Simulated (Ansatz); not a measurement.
The system is AlAu.

```
Au Al
1.0
     3.22394    0.00000    0.00000
     0.00000    3.22394    0.00000
     0.00000    0.00000    3.22394
Au Al
1 1
Direct
  0.50000 0.50000 0.50000
  0.00000 0.00000 0.00000
```

The cell comes from a database or a generator and needn't be the stable form of this composition.

```yaml
Program: Ansatz 0.2.0
Task: relaxation of cell and atoms
Functional: HSEsol
Potentials_or_basis: Ansatz PAW
Cutoff: "420 eV (not typed: the program's choice for these potentials)"
k_mesh: 4 × 4 × 4
Occupations: fermi-dirac, width 0.05 eV
Spin: no spin polarisation
```

At the start: volume 16.75 Å³/atom.

Problem. Where does the relaxation end?

Solution. It ends after 4 steps and the volume is 15.67 Å³/atom (-6.5 %); space group Pm-3m (No. 221, to 0.05 Å).

Step by step:
```csv
step,energy change (eV),largest force (eV/Å),volume (Å³)
1,0.0000,0.0000,33.51
2,-0.0648,0.0000,31.57
3,-0.0658,0.0000,31.33
4,-0.0644,0.0000,31.33
```

Final structure:
```
CELL_PARAMETERS angstrom
3.15256 0.00000 0.00000
0.00000 3.15256 0.00000
0.00000 0.00000 3.15256
ATOMIC_POSITIONS crystal
Au 0.50000 0.50000 0.50000
Al 0.00000 0.00000 0.00000
```

Caveat: the k mesh is coarse (spacing up to 0.49 Å⁻¹), so the values aren't converged, least of all with exact exchange; the plane-wave basis is chosen anew once the cell has moved, so the energies of steps on either side of that aren't comparable; the PAW data sets come from PBE, with cores solved anew for the run's functional, which leaves a small shift of forces and pressure.
